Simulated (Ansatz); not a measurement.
Thermal properties of Mo from its phonons at 1.02 times its equilibrium volume

Level of theory: Ansatz 0.2.0, DFT PBEsol, scalar-relativistic, plane waves, PAW. Cutoff 420 eV, 20×20×20 k-points (Γ-centred), Fermi-Dirac smearing of 0.15 eV. No spin polarisation. Phonons by linear response, acoustic sum rule imposed.

The cell, relaxed in shape and atoms at 1.02 times its equilibrium volume:
```yaml
crystal:
  lattice:
    - [-1.57545, 1.57545, 1.57545]
    - [1.57545, -1.57545, 1.57545]
    - [1.57545, 1.57545, -1.57545]
  atoms:
    - { symbol: Mo, position: [0.00000, 0.00000, 0.00000] }
```

In a metal, frequencies and elastic constants depend on the k mesh and the smearing, soft modes and shear constants most. Some empty bands missed the eigensolver's threshold. The q mesh is coarse, so values between its points are rough.

Force constants from linear response on a 2×2×2 q mesh, interpolated to a fine mesh.

Phonon density of states, in bins of 5 cm⁻¹:
| bin centre (cm⁻¹) | share of modes (%) |
| --- | --- |
| 2.5 | 0.0 |
| 7.5 | 0.0 |
| 12.5 | 0.0 |
| 17.5 | 0.0 |
| 22.5 | 0.0 |
| 27.5 | 0.0 |
| 32.5 | 0.1 |
| 37.5 | 0.1 |
| 42.5 | 0.1 |
| 47.5 | 0.1 |
| 52.5 | 0.1 |
| 57.5 | 0.2 |
| 62.5 | 0.2 |
| 67.5 | 0.3 |
| 72.5 | 0.3 |
| 77.5 | 0.4 |
| 82.5 | 0.4 |
| 87.5 | 0.5 |
| 92.5 | 0.6 |
| 97.5 | 0.6 |
| 102.5 | 0.8 |
| 107.5 | 0.9 |
| 112.5 | 1.0 |
| 117.5 | 1.1 |
| 122.5 | 1.3 |
| 127.5 | 1.5 |
| 132.5 | 1.8 |
| 137.5 | 2.2 |
| 142.5 | 2.7 |
| 147.5 | 3.6 |
| 152.5 | 4.2 |
| 157.5 | 4.7 |
| 162.5 | 5.4 |
| 167.5 | 5.5 |
| 172.5 | 4.5 |
| 177.5 | 4.4 |
| 182.5 | 4.5 |
| 187.5 | 4.8 |
| 192.5 | 4.1 |
| 197.5 | 3.3 |
| 202.5 | 2.9 |
| 207.5 | 2.8 |
| 212.5 | 2.7 |
| 217.5 | 3.0 |
| 222.5 | 3.7 |
| 227.5 | 3.6 |
| 232.5 | 3.4 |
| 237.5 | 3.7 |
| 242.5 | 4.2 |
| 247.5 | 2.5 |
| 252.5 | 1.3 |
| 257.5 | 0.0 |

Question: Give the zero-point energy per atom.

Answer: 33.6 meV.

Question: How large are the vibrational entropy and heat capacity at 300 K?

Answer: S = 3.62 k_B and C_V = 2.81 k_B per atom, 94 % of the Dulong–Petit value.

Question: Tabulate them against temperature.

Answer:
```tsv
T (K)	F_vib (meV/atom)	S (k_B/atom)	C_V (k_B/atom)
100	31.1	0.97	1.76
200	15.7	2.52	2.60
300	-11.1	3.62	2.81
400	-46.0	4.45	2.89
500	-87.2	5.09	2.93
600	-133.5	5.63	2.95
700	-184.0	6.09	2.96
800	-238.2	6.48	2.97
900	-295.6	6.83	2.98
1000	-355.9	7.15	2.98
```

Cost: 1 run of about 0.56 core-minutes, on AMD EPYC 9R45 (Zen 5) (shared hosts).